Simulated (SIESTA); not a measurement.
HfC:

```xyz
4
Lattice="3.8907 0.0000 0.0000 -1.9453 3.3694 0.0000 0.0000 0.0000 6.3373" Properties=species:S:1:pos:R:3 pbc="T T T"
Hf    0.0000    2.2463    0.0000
Hf    1.9453    1.1231    3.1687
C     0.0000    2.2463    2.3448
C     1.9453    1.1231    5.5135
```

The cell was built by a generator and needn't be a form met in nature.

```yaml
Program: SIESTA 5.4.2
Task: relaxation of cell and atoms
Functional: PBEsol
Potentials_or_basis: PseudoDojo 0.4 standard (PBEsol files)
Basis: SZ (energy shift 0.01 Ry)
Grid_cutoff: 1200 Ry
Energy_shift: 0.01 Ry
k_mesh: 6 × 6 × 3
Occupations: fermi-dirac, width 0.05 eV
Spin: no spin polarisation
```

At the start: pressure -38.1 GPa; volume 20.77 Å³/atom.

Question: How do energy, volume and symmetry change on relaxing?

Answer: Over 28 steps the energy falls by 1297.1 meV/atom and the volume is 13.85 Å³/atom (-33.3 %); space group P6_3mc (No. 186, to 0.05 Å).

Step by step:
| step | energy change (eV) | largest force (eV/Å) | pressure (GPa) | volume (Å³) |
| --- | --- | --- | --- | --- |
| 1 | 0.0000 | 0.5444 | -38.13 | 83.08 |
| 2 | -0.9536 | 0.4526 | -36.41 | 79.09 |
| 3 | -1.5779 | 1.9715 | 74.54 | 47.27 |
| 4 | -0.9381 | 2.1829 | 87.41 | 46.07 |
| 5 | -3.4784 | 0.0422 | 31.38 | 52.36 |
| 6 | -3.4631 | 0.6175 | 30.64 | 52.53 |
| 7 | -3.4989 | 0.5257 | 29.84 | 52.64 |
| 8 | -3.4761 | 0.5471 | 30.43 | 52.55 |
| 9 | -3.7132 | 0.1359 | 17.13 | 54.93 |
| 10 | -3.6728 | 0.8041 | 6.52 | 57.06 |
| 11 | -3.7944 | 0.8254 | 6.95 | 57.04 |
| 12 | -4.2015 | 1.0377 | -0.74 | 58.32 |
| 13 | -3.6629 | 1.1428 | 15.95 | 55.45 |
| 14 | -4.8824 | 0.1916 | -11.21 | 58.40 |
| 15 | -4.5641 | 0.1990 | -4.27 | 57.70 |
| 16 | -4.8953 | 0.3826 | -6.14 | 57.42 |
| 17 | -4.9129 | 0.1948 | -4.67 | 56.96 |
| 18 | -5.0987 | 0.1584 | -4.14 | 56.44 |
| 19 | -5.1146 | 0.0509 | 1.68 | 55.31 |
| 20 | -5.0305 | 0.2091 | -3.09 | 56.31 |
| 21 | -5.1394 | 0.0794 | 2.16 | 55.10 |
| 22 | -5.1783 | 0.0260 | -1.59 | 55.70 |
| 23 | -5.1811 | 0.0114 | -1.87 | 55.78 |
| 24 | -5.1866 | 0.0245 | -1.02 | 55.59 |
| 25 | -5.1864 | 0.0577 | 0.25 | 55.34 |
| 26 | -5.1883 | 0.0218 | 0.04 | 55.38 |
| 27 | -5.1886 | 0.0147 | -0.28 | 55.45 |
| 28 | -5.1886 | 0.0053 | 0.00 | 55.39 |

Final structure:
```xyz
4
Lattice="3.7482 0.0000 0.0000 -1.8741 3.2460 0.0000 0.0000 0.0000 4.5528" Properties=species:S:1:pos:R:3 pbc="T T T"
Hf    0.0000    2.1640   -0.2636
Hf    1.8741    1.0820    2.0128
C     0.0000    2.1640    1.9462
C     1.8741    1.0820    4.2226
```

Caveat: the basis has no polarisation orbitals; short orbitals over semicore shells can move pressures by several GPa; the volume moved by over 15 % at a fixed basis, so the end points are rough; the basis of atomic orbitals isn't converged, which shifts pressures, moduli and gaps.
